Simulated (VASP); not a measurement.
The system is Sn.

```xyz
1
Lattice="-1.7265 1.7755 2.3383 1.7265 -1.7755 2.3383 1.7265 1.7755 -2.3383" Properties=species:S:1:pos:R:3 pbc="T T T"
Sn    0.0000    0.0000    0.0000
```

This isn't the form of Sn at room conditions, which is tetragonal (white tin).

```yaml
Program: VASP 6.6.1
Task: relaxation of cell and atoms
Functional: r2SCAN
Dispersion: rVV10
Potentials_or_basis: VASP PAW PBE potentials, release 64 (Sn_d)
Cutoff: 600 eV
k_mesh: 16 × 16 × 16
Occupations: gaussian, width 0.1 eV
Spin: no spin polarisation
```

At the start: pressure -3.0 GPa; volume 28.67 Å³/atom.

Task: How do energy, volume and symmetry change on relaxing?

Result: Over 23 steps the energy falls by 22.4 meV/atom and the volume is 26.79 Å³/atom (-6.6 %); space group I4/mmm (No. 139, to 0.05 Å).

The path:
```
step  energy change (eV)  largest force (eV/Å)  pressure (GPa)  volume (Å³)
   1              0.0000                0.0000           -2.97        28.67
   2             -0.0173                0.0000            0.73        26.52
   3             -0.0181                0.0000            0.04        26.86
   4             -0.0185                0.0000            0.04        26.85
   5             -0.0194                0.0000            0.05        26.83
   6             -0.0188                0.0000            0.22        26.77
   7             -0.0196                0.0000            0.07        26.82
   8             -0.0200                0.0000           -0.10        26.91
   9             -0.0206                0.0000           -0.48        27.09
  10             -0.0195                0.0000           -1.23        27.45
  11             -0.0208                0.0000           -0.68        27.19
  12             -0.0209                0.0000           -0.68        27.19
  13             -0.0210                0.0000           -0.69        27.19
  14             -0.0212                0.0000           -0.71        27.19
  15             -0.0213                0.0000           -0.76        27.19
  16             -0.0217                0.0000           -0.61        27.10
  17             -0.0223                0.0000           -0.16        26.87
  18             -0.0224                0.0000            0.04        26.77
  19             -0.0223                0.0000            0.02        26.78
  20             -0.0224                0.0000            0.02        26.78
  21             -0.0224                0.0000            0.01        26.78
  22             -0.0224                0.0000           -0.01        26.79
  23             -0.0224                0.0000           -0.01        26.79
```

Final structure:
```
Sn
1.0
    -1.76717    1.76753    2.14426
     1.76717   -1.76753    2.14426
     1.76717    1.76753   -2.14426
Sn
1
Direct
  0.00000 0.00000 0.00000
```

Caveat: the PAW data sets were made with another functional, which shifts forces and pressure a little.
